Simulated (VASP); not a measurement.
# WSe2 (P6_3/mmc) in VASP: electric field gradients with PBEsol

Aim: the electric field gradients of WSe2 with PBEsol.

Everything below comes from runs of VASP 6.6.1. Logs are shortened: lines on timing, memory, paths and dates and some standing lists are left out, and cuts for length are marked.

**Experimental background.**

“Time-resolved XUV ARPES with tunable 24–33 eV laser pulses at 30 meV resolution”, 2019, pmc:6684652 reports, for a bulk crystal of WSe2: band gap 1.3 eV (indirect).

How close the calculation comes is told below.

## (1) The structure

It takes space group P6_3/mmc (No. 194, hexagonal). Conventional cell: a = 3.290 Å, b = 3.290 Å, c = 12.970 Å, α = 90.00°, β = 90.00°, γ = 120.00°. W (site symmetry -6m2) is surrounded by 6 Se at 2.53 Å. Se (site symmetry 3m) is surrounded by 3 W at 2.53 Å.

## (2) Electric field gradients, PBEsol, collinear spin, ferromagnetic start

Contents of INCAR:

```
PREC = Accurate
ENCUT = 520
EDIFF = 1E-7
ISMEAR = -1
SIGMA = 0.02
LREAL = False
LASPH = True
NELM = 100
ALGO = Normal
ISIF = 2
LWAVE = False
LCHARG = False
ISPIN = 2
MAGMOM = 2 2 0 0 0 0
LORBIT = 11
LMAXMIX = 4
GGA = PS
LEFG = True
```

Contents of KPOINTS:

```
Automatic mesh
0
Gamma
  8 8 2
```

Contents of POSCAR:

```
WSe2
1.0
    3.2900000000      0.0000000000      0.0000000000
   -1.6450000000      2.8492235785      0.0000000000
    0.0000000000      0.0000000000     12.9700000000
W Se
2 4
Direct
    0.3333333333      0.6666666667      0.2500000000
    0.6666666667      0.3333333333      0.7500000000
    0.3333333333      0.6666666667      0.6210000000
    0.6666666667      0.3333333333      0.1210000000
    0.3333333333      0.6666666667      0.8790000000
    0.6666666667      0.3333333333      0.3790000000
```

Potentials or basis: VASP PAW PBE potentials, release 64 (W_sv, Se).

Started as:

```
$ cat potpaw_PBE.64/W_sv/POTCAR potpaw_PBE.64/Se/POTCAR > POTCAR
$ mpirun -np 1 vasp_std > vasp.out
```

OUTCAR:

```text
PREC = Accurate
   ENCUT = 520
   EDIFF = 1E-7
   ISMEAR = -1
   LREAL = False
   LASPH = True
   NELM = 100
   ISIF = 2
   ISPIN = 2
   LORBIT = 11
   GGA = PS

 ion  position               nearest neighbor table
   1  0.333  0.667  0.250-   4 2.53   6 2.53   4 2.53   6 2.53   4 2.53   6 2.53
   2  0.667  0.333  0.750-   3 2.53   5 2.53   3 2.53   5 2.53   3 2.53   5 2.53
   3  0.333  0.667  0.621-   2 2.53   2 2.53   2 2.53
   4  0.667  0.333  0.121-   1 2.53   1 2.53   1 2.53
   5  0.333  0.667  0.879-   2 2.53   2 2.53   2 2.53
   6  0.667  0.333  0.379-   1 2.53   1 2.53   1 2.53

  LATTYP: Found a hexagonal cell.
 ALAT       =     3.2900000000
 C/A-ratio  =     3.9422492401

  Lattice vectors:

 A1 = (   3.2900000000,   0.0000000000,   0.0000000000)
 A2 = (  -1.6450000000,   2.8492235785,   0.0000000000)
 A3 = (   0.0000000000,   0.0000000000,  12.9700000000)

Analysis of symmetry for initial positions (statically):
=====================================================================
 Subroutine PRICEL returns:
 Original cell was already a primitive cell.

 Routine SETGRP: Setting up the symmetry group for a
 hexagonal supercell.

 Subroutine GETGRP returns: Found 24 space group operations
 (whereof 12 operations were pure point group operations)
 out of a pool of 24 trial point group operations.

The static configuration has the point symmetry D_3d.
 The point group associated with its full space group is D_6h.

Analysis of symmetry for dynamics (positions and initial velocities):
=====================================================================
 Subroutine PRICEL returns:
 Original cell was already a primitive cell.

 Routine SETGRP: Setting up the symmetry group for a
 hexagonal supercell.

 Subroutine GETGRP returns: Found 24 space group operations
 (whereof 12 operations were pure point group operations)
 out of a pool of 24 trial point group operations.

The dynamic configuration has the point symmetry D_3d.
 The point group associated with its full space group is D_6h.

Analysis of structural, dynamic, and magnetic symmetry:
=====================================================================
 Subroutine PRICEL returns:
 Original cell was already a primitive cell.

 Routine SETGRP: Setting up the symmetry group for a
 hexagonal supercell.

 Subroutine GETGRP returns: Found 24 space group operations
 (whereof 12 operations were pure point group operations)
 out of a pool of 24 trial point group operations.

The overall configuration has the point symmetry D_3d.
 The point group associated with its full space group is D_6h.

 Subroutine INISYM returns: Found 24 space group operations
 (whereof 12 operations are pure point group operations),
 and found     1 'primitive' translations

----------------------------------------------------------------------------------------

                                     Primitive cell

  volume of cell :     121.5801

  direct lattice vectors                    reciprocal lattice vectors
     3.290000000  0.000000000  0.000000000     0.303951368  0.175486404  0.000000000
    -1.645000000  2.849223579  0.000000000     0.000000000  0.350972808  0.000000000
     0.000000000  0.000000000 12.970000000     0.000000000  0.000000000  0.077101002

  length of vectors
     3.290000000  3.290000000 12.970000000     0.350972808  0.350972808  0.077101002

  position of ions in fractional coordinates (direct lattice)
     0.333333333  0.666666667  0.250000000
     0.666666667  0.333333333  0.750000000
     0.333333333  0.666666667  0.621000000
     0.666666667  0.333333333  0.121000000
     0.333333333  0.666666667  0.879000000
     0.666666667  0.333333333  0.379000000

  ion indices of the primitive-cell ions
   primitive index   ion index
                 1           1
                 2           2
                 3           3
                 4           4
                 5           5
                 6           6

----------------------------------------------------------------------------------------

 KPOINTS: Automatic mesh

Automatic generation of k-mesh.
 Grid dimensions read from file:
 generate k-points for:    8    8    2

 Generating k-lattice:

  Cartesian coordinates                     Fractional coordinates (reciprocal lattice)
     0.037993921  0.021935801  0.000000000     0.125000000 -0.000000000  0.000000000
     0.000000000  0.043871601  0.000000000     0.000000000  0.125000000  0.000000000
     0.000000000  0.000000000  0.038550501     0.000000000  0.000000000  0.500000000
[... 47 lines left out ...]
   LNONCOLLINEAR =      F non collinear calculations
   LSORBIT =      F    spin-orbit coupling
   LASPH  =      T    aspherical Exc in radial PAW
   ENCUT  =  520.0 eV  38.22 Ry    6.18 a.u.   6.12  6.12 24.12*2*pi/ulx,y,z
   NELM   =    100;   NELMIN=  2; NELMDL= -5     # of ELM steps
   EDIFF  = 0.1E-06   stopping-criterion for ELM
   LREAL  =      F    real-space projection
   EDIFFG = 0.1E-05   stopping-criterion for IOM
   NSW    =      0    number of steps for IOM
   IBRION =     -1    ionic relax: 0-MD 1-quasi-New 2-CG
   NFREE  =      0    steps in history (QN), initial steepest desc. (CG)
   ISIF   =      2    stress and relaxation
   ISYM   =      2    0-nonsym 1-usesym 2-fastsym
   POTIM  = 0.5000    time-step for ionic-motion
   TEBEG  =    0.0;   TEEND  =   0.0 temperature during run
   PSTRESS=    0.0 pullay stress
   NELECT =      52.0000    total number of electrons
   NUPDOWN=      -1.0000    fix difference up-down
   EMIN   =  10.00;   EMAX   =-10.00  energy-range for DOS
   EFERMI =   0.00;   METHOD = LEGACY
   ISMEAR =    -1;   SIGMA  =   0.02  broadening in eV -4-tet -1-fermi 0-gaus
   EFERMI_NEDOS =   21; number of points for ismear=-14 and -15
   IALGO  =     38    algorithm
   IMIX   =      4    mixing-type and parameters
     AMIX     =   0.40;   BMIX     =  1.00
     AMIX_MAG =   1.60;   BMIX_MAG =  1.00
  volume/ion in A,a.u.               =      20.26       136.74
  Fermi-wavevector in a.u.,A,eV,Ry     =   1.233451  2.330884 20.699914  1.521401
  Thomas-Fermi vector in A             =   2.368180
   LORBIT       =     11    0 simple, 1 ext, 2 COOP (PROOUT), +10 PAW based schemes
   GGA     = PS    functional components
   LHFCALC =     F    Hartree Fock is set to
   AEXX    =    0.0000 exact exchange contribution
   IVDW    =     0    specifies the selected vdW correction
   LEPSILON=     F    determine dielectric tensor
   LRPA    =     F    only Hartree local field effects (RPA)
 spin polarized calculation
  energy-cutoff  :      520.00
  volume of cell :      121.58
 maximum number of plane-waves:      3306
   NGX = 13   NGY = 13   NGZ = 49

 number of electron      51.9999991 magnetization       0.0000159

 Free energy of the ion-electron system (eV)
  ---------------------------------------------------
  ext. energy  EPLUGINS =         0.00000000
  ---------------------------------------------------
  free energy    TOTEN  =       -46.54207824 eV

  energy without entropy =      -46.54207824  energy(sigma->0) =      -46.54207824

 E-fermi :   6.6026     XC(G=0): -10.9110

 val. band max:        6.1340730589   @ k =   0.0000   0.0000   0.0000
 cond. band min:       7.1795050520   @ k =   0.2500   0.1250   0.0000
 fundamental gap:      1.0454319931
 Fermi energy:         6.6026270254

 spin component 1

 k-point     1 :       0.0000    0.0000    0.0000
  band No.  band energies     occupation
      1     -68.1587      1.00000
      2     -68.1587      1.00000
      3     -32.4073      1.00000
      4     -32.4073      1.00000
      5     -32.2763      1.00000
      6     -32.2763      1.00000
[... 709 lines left out ...]
     32       9.1575      0.00000
     33      10.4044      0.00000
 Fermi energy:         6.6026270254

 spin component 2

 k-point     1 :       0.0000    0.0000    0.0000
  band No.  band energies     occupation
      1     -68.1587      1.00000
      2     -68.1587      1.00000
      3     -32.4073      1.00000
      4     -32.4073      1.00000
      5     -32.2763      1.00000
      6     -32.2763      1.00000
[... 709 lines left out ...]
     32       9.1575      0.00000
     33      10.4044      0.00000

------------------------ aborting loop because EDIFF is reached ----------------------------------------

  FORCE on cell =-STRESS in cart. coord.  units (eV):
  Direction    XX          YY          ZZ          XY          YZ          ZX
  --------------------------------------------------------------------------------------
  -------------------------------------------------------------------------------------
  Total       -0.9412857     -0.9412857     -0.0138619      0.0000000      0.0000000      0.0000000
  in kB      -12.4042248    -12.4042248     -0.1826719      0.0000000      0.0000000      0.0000000
  external PRESSURE =      -8.3303738 kB  Pullay stress =       0.0000000 kB

 VOLUME and BASIS-vectors are now :
 -----------------------------------------------------------------------------
  energy-cutoff  :      520.00
  volume of cell :      121.58
      direct lattice vectors                 reciprocal lattice vectors
     3.290000000  0.000000000  0.000000000     0.303951368  0.175486404  0.000000000
    -1.645000000  2.849223579  0.000000000     0.000000000  0.350972808  0.000000000
     0.000000000  0.000000000 12.970000000     0.000000000  0.000000000  0.077101002

 POSITION                                       TOTAL-FORCE (eV/Angst)
 -----------------------------------------------------------------------------------
     -0.00000      1.89948      3.24250        -0.000000     -0.000000     -0.000000
      1.64500      0.94974      9.72750         0.000000      0.000000     -0.000000
     -0.00000      1.89948      8.05437        -0.000000     -0.000000      0.071453
      1.64500      0.94974      1.56937         0.000000     -0.000000      0.071453
     -0.00000      1.89948     11.40063        -0.000000      0.000000     -0.071453
      1.64500      0.94974      4.91563         0.000000      0.000000     -0.071453
 -----------------------------------------------------------------------------------
    total drift:                               -0.000000      0.000000     -0.000000

  FREE ENERGIE OF THE ION-ELECTRON SYSTEM (eV)
  ---------------------------------------------------
  free  energy   TOTEN  =       -46.5420782379 eV

  energy  without entropy=      -46.5420782379  energy(sigma->0) =      -46.54207824

 Electric field gradients (V/A^2)
---------------------------------------------------------------------
 ion       V_xx      V_yy      V_zz      V_xy      V_xz      V_yz
---------------------------------------------------------------------
   1      76.221    76.222  -152.443     0.001     0.000    -0.000
   2      76.221    76.222  -152.443     0.001    -0.000     0.000
   3      37.452    37.452   -74.904    -0.000    -0.000     0.000
   4      37.452    37.452   -74.904    -0.000     0.000    -0.000
   5      37.452    37.452   -74.904    -0.000     0.000    -0.000
   6      37.452    37.452   -74.904    -0.000    -0.000     0.000
---------------------------------------------------------------------

 Electric field gradients after diagonalization (V/A^2)
 (convention: |V_zz| > |V_xx| > |V_yy|)
----------------------------------------------------------------------
 ion       V_xx      V_yy      V_zz     asymmetry (V_yy - V_xx)/ V_zz
----------------------------------------------------------------------
   1      76.222    76.221  -152.443       0.000
   2      76.222    76.221  -152.443       0.000
   3      37.452    37.452   -74.904       0.000
   4      37.452    37.452   -74.904       0.000
   5      37.452    37.452   -74.904       0.000
   6      37.452    37.452   -74.904       0.000
----------------------------------------------------------------------

           NMR quadrupolar parameters

 Cq : quadrupolar parameter    Cq=e*Q*V_zz/h
 eta: asymmetry parameters     (V_yy - V_xx)/ V_zz
 Q  : nuclear electric quadrupole moment in mb (millibarn)
----------------------------------------------------------------------
 ion       Cq(MHz)       eta       Q (mb)
----------------------------------------------------------------------
   1      -0.369       0.000       1.000
   2      -0.369       0.000       1.000
   3      -0.181       0.000       1.000
   4      -0.181       0.000       1.000
   5      -0.181       0.000       1.000
   6      -0.181       0.000       1.000
----------------------------------------------------------------------

 total charge

# of ion       s       p       d       tot
------------------------------------------
    1        2.313   6.281   3.393  11.987
    2        2.313   6.281   3.393  11.987
    3        1.476   2.341   0.072   3.889
    4        1.476   2.341   0.072   3.889
    5        1.476   2.341   0.072   3.889
    6        1.476   2.341   0.072   3.889
--------------------------------------------------
tot         10.532  21.926   7.072  39.529

 magnetization (x)

# of ion       s       p       d       tot
------------------------------------------
    1       -0.000  -0.000  -0.000  -0.000
    2       -0.000  -0.000  -0.000  -0.000
    3       -0.000   0.000  -0.000   0.000
    4       -0.000   0.000  -0.000   0.000
    5       -0.000   0.000  -0.000   0.000
    6       -0.000   0.000  -0.000   0.000
--------------------------------------------------
tot         -0.000   0.000  -0.000  -0.000
```

Wall time 2 min (1 thread of AMD EPYC 9R14 (Zen 4), shared host); peak memory 0.3 GiB.

Results:

```
Free energy                                           : -46.5421 eV
Pressure                                              : -0.8 GPa
Largest force                                         : 0.071 eV/Å
Band gap on the k mesh                                : 1.05 eV, indirect (least direct gap 1.88 eV)
Net moment                                            : 0.00 μB per cell
Valence electrons inside the program's atomic spheres : W 11.99; Se 3.89
```

Forces in eV/Å, atoms in the order of the input:
```
W    0.000  0.000  0.000
W    0.000  0.000  0.000
Se   0.000  0.000  0.071
Se   0.000  0.000  0.071
Se   0.000  0.000 -0.071
Se   0.000  0.000 -0.071
```

Stress tensor (GPa, compression positive):
```
-1.24  0.00  0.00
 0.00 -1.24  0.00
 0.00  0.00 -0.02
```

Electric field gradients, principal values (V/Å²):
| atom | Vxx | Vyy | Vzz |
| --- | --- | --- | --- |
| 1 W | 76.221 | 76.222 | -152.443 |
| 2 W | 76.221 | 76.222 | -152.443 |
| 3 Se | 37.452 | 37.452 | -74.904 |
| 4 Se | 37.452 | 37.452 | -74.904 |
| 5 Se | 37.452 | 37.452 | -74.904 |
| 6 Se | 37.452 | 37.452 | -74.904 |

Caveat: the PAW data sets were made with another functional, which shifts forces and pressure a little; spin-orbit coupling is left out, which moves the levels of the heavy elements; this functional lacks dispersion, which binds the layers, so the pressure and a relaxed spacing across them are unreliable.

## (3) Comparison with measurements

Step 2. A measured gap of WSe2 is 1.3 eV (indirect; “Time-resolved XUV ARPES with tunable 24–33 eV laser pulses at 30 meV resolution”, 2019, pmc:6684652); the calculated 1.05 eV misses it by -0.25 eV. Spin-orbit coupling on Se, W is left out. The value is that of PBEsol on a finite k mesh, which can miss the band edges, without temperature or zero-point motion. Semilocal functionals fall short of measured gaps as a rule.
